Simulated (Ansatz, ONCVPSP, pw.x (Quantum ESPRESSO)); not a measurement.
From atom to crystal: ONCV potential for hydrogen

```json
{
  "Element": "H",
  "Generator": "ONCVPSP 4.0.1.1 (patched build)",
  "Type": "optimised norm-conserving Vanderbilt (ONCV)",
  "Functional": "PBE",
  "Relativity": "scalar-relativistic",
  "Frozen core": "none",
  "Valence charge": "1",
  "Reference configuration": "1s1",
  "Partial waves": "1s: rc 0.95 bohr, ncon 4, nbas 8, qcut 7.3 1/bohr, 3 projectors, debl 1.1 Ha; p scattering state at 0.09 Ha: rc 1.00 bohr, ncon 3, nbas 6, qcut 7 1/bohr, 1 projector",
  "Local potential": "polynomial inside 0.65 bohr (lpopt 5, dvloc0 2 Ha)",
  "Core correction": "none"
}
```

Atomic tests: cutoffs needed: 18 Ha and 28 Ha (the cutoffs (Ha) at which the residual kinetic energy of the hardest occupied pseudo-wave falls to 1 and 0.1 mHa per electron); ghost test: no bound ghost flagged; GHOST(+) flagged for s at 231.5 eV.

Crystal test: fcc H in pw.x 7.5, no spin, 18³ k-points, Fermi–Dirac smearing 0.01 Ry, cutoffs 65/260 Ry. The reference is all-electron LAPW (Ansatz 0.2.0) with the same functional, mesh and smearing; V0 and B0 come from Birch–Murnaghan fits to the pressures at five volumes. Errors are pseudo minus all-electron; Δ is the rms difference of the E(V) curves that follow from these fits, minima aligned, over ±6 % about the mean V0. Mesh and smearing are coarse, so the numbers serve the comparison and aren't converged zero-temperature values; the lattice is a test structure that the element need not adopt.

All-electron: a0 = 2.282 Å (V0 = 2.97 Å³/atom), B0 = 107.9 GPa.

Task: How far does the potential miss the all-electron equation of state?

Result: mean pressure error (GPa): -0.57; a0 (Å): 2.278; a0 error (%): -0.17; B0 error (%): +0.7; Δ (meV/atom): 0.4.

```json
{"V (Å³/atom)": "2.826", "P all-electron (GPa)": "5.78", "P pseudo (GPa)": "5.16"}
{"V (Å³/atom)": "2.901", "P all-electron (GPa)": "2.63", "P pseudo (GPa)": "2.04"}
{"V (Å³/atom)": "2.975", "P all-electron (GPa)": "-0.20", "P pseudo (GPa)": "-0.76"}
{"V (Å³/atom)": "3.049", "P all-electron (GPa)": "-2.74", "P pseudo (GPa)": "-3.28"}
{"V (Å³/atom)": "3.124", "P all-electron (GPa)": "-5.03", "P pseudo (GPa)": "-5.54"}
```

Task: At the middle volume, how do free energy and pressure move when the wave cutoff is lowered (ecutrho kept at four times it)?

Result:

| cutoff (Ry) | shift of F (meV/atom) | shift of P (GPa) |
| --- | --- | --- |
| 29 | +61.4 | -6.54 |
| 39 | +17.9 | -3.09 |
| 52 | +2.1 | -0.66 |

The run at the middle volume (195 k-points, 3 iterations) took about 1.8 s on one core of a shared host (Neoverse-N1, 64 threads, 124 GiB, load 48).
